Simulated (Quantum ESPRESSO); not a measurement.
The system is TiSe.

```xyz
2
Lattice="3.4034 0.0000 0.0000 0.0000 3.4034 0.0000 0.0000 0.0000 3.4034" Properties=species:S:1:pos:R:3 pbc="T T T"
Ti    0.0000    0.0000    0.0000
Se    1.7017    1.7017    1.7017
```

The cell comes from a database or a generator and needn't be the stable form of this composition.

Base run:

- Program: Quantum ESPRESSO 7.5
- Functional: PBEsol
- Potentials or basis: GBRV 1.5 PBEsol
- Cutoff: 612 eV
- Density cutoff: 4898 eV
- k mesh: 6 × 6 × 6
- Occupations: gaussian, width 0.05 eV
- Spin: collinear spin, ferromagnetic start
- Starting moments: [2.0, 0.0] μB
- Hubbard terms: Ti d U = 6 eV

Its results: band gap on the k mesh 0.16 eV, direct; pressure 3.0 GPa; net moment 2.00 μB per cell; site moments Ti +1.75; Se -0.04 μB.

The run is repeated on the same cell with these changes: hubbard terms from Ti d U = 6 eV to Ti d U = 5 eV. What comes out?

Band gap on the k mesh 0.13 eV, direct; pressure 1.4 GPa; net moment 2.00 μB per cell; site moments Ti +1.74; Se -0.04 μB.

A k mesh can miss the band edges.
